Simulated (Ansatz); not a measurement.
MgO under pressure

Computed with DFT PBE, scalar-relativistic, plane waves, PAW in Ansatz 0.2.0. Plane waves to 420 eV; Γ-centred k mesh 10×10×10; fixed occupations. No spin polarisation. Phonons by linear response, acoustic sum rule imposed.

The cell, relaxed at this level:
```cif
data_structure
_symmetry_space_group_name_H-M 'Fm-3m'
_symmetry_Int_Tables_number 225
_cell_length_a 4.2538
_cell_length_b 4.2538
_cell_length_c 4.2538
_cell_angle_alpha 90.000
_cell_angle_beta 90.000
_cell_angle_gamma 90.000
_cell_volume 76.97
loop_
_atom_site_label
_atom_site_type_symbol
_atom_site_symmetry_multiplicity
_atom_site_Wyckoff_symbol
_atom_site_fract_x
_atom_site_fract_y
_atom_site_fract_z
_atom_site_occupancy
Mg1 Mg 4 a 0.00000 0.00000 0.00000 1
O1 O 4 b 0.50000 0.00000 0.00000 1
```

Question: The cell is relaxed again at -3 and -1 and 1 and 2 and 3 and 4 and 6 and 8 and 9 and 12 and 15 and 16 and 20 and 25 and 30 and 40 and 50 GPa. How do volume, gap and optical modes at Γ (cm⁻¹, counted from the lowest optical one; a degenerate one stands once) change?

Answer:
```
          0 GPa  -3 GPa  -1 GPa  1 GPa  2 GPa  3 GPa  4 GPa  6 GPa  8 GPa  9 GPa  12 GPa  15 GPa  16 GPa  20 GPa  25 GPa  30 GPa  40 GPa  50 GPa
    V/V0  1.000   1.021   1.007  0.993  0.987  0.981  0.975  0.963  0.953  0.947   0.933   0.919   0.915   0.898   0.879   0.862   0.832   0.806
gap (eV)   4.46    4.27    4.40   4.52   4.58   4.64   4.70   4.82   4.93   4.98    5.14    5.30    5.34    5.54    5.77    5.98    6.39    6.76
ε∞, mean   3.24    3.27    3.25   3.23   3.22   3.22   3.21   3.19   3.18   3.18    3.16    3.14    3.14    3.12    3.10    3.09    3.06    3.04
  mode 1    365     345     358    371    377    383    388    399    410    415     430     444     448     466     486     506     541     573
```

Cost: 18 runs of about 3 core-minutes in all, on Intel Xeon 6975P-C (Granite Rapids), Arm Neoverse V1, Intel Xeon Platinum 8259CL (Skylake/Cascade Lake) and other processors (shared hosts).